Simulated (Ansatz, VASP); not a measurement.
## One calculation of Sr, two programs

```
CELL_PARAMETERS angstrom
-2.41866 2.41866 2.41866
2.41866 -2.41866 2.41866
2.41866 2.41866 -2.41866
ATOMIC_POSITIONS crystal
Sr 0.00000 0.00000 0.00000
```

This isn't the form of Sr at room conditions, which is fcc.

Alike in both runs: task single point; functional PBEsol; k mesh 7 × 7 × 7; occupations fermi-dirac, width 0.05 eV; no spin polarisation.

|  | VASP | Ansatz |
| --- | --- | --- |
| version | VASP 6.6.1 | Ansatz 0.2.0 |
| potentials or method | VASP PAW PBE potentials, release 64 (Sr_sv) | plane waves, PAW |
| plane-wave cutoff (eV) | 520 | 435 |
| valence electrons in the cell | 10 | 10 |

```csv
,VASP,Ansatz,Ansatz less VASP
pressure (GPa),-1.1,-1.1,-0.01
```

Caveats: the PAW data sets were made with another functional, which shifts forces and pressure a little (VASP).
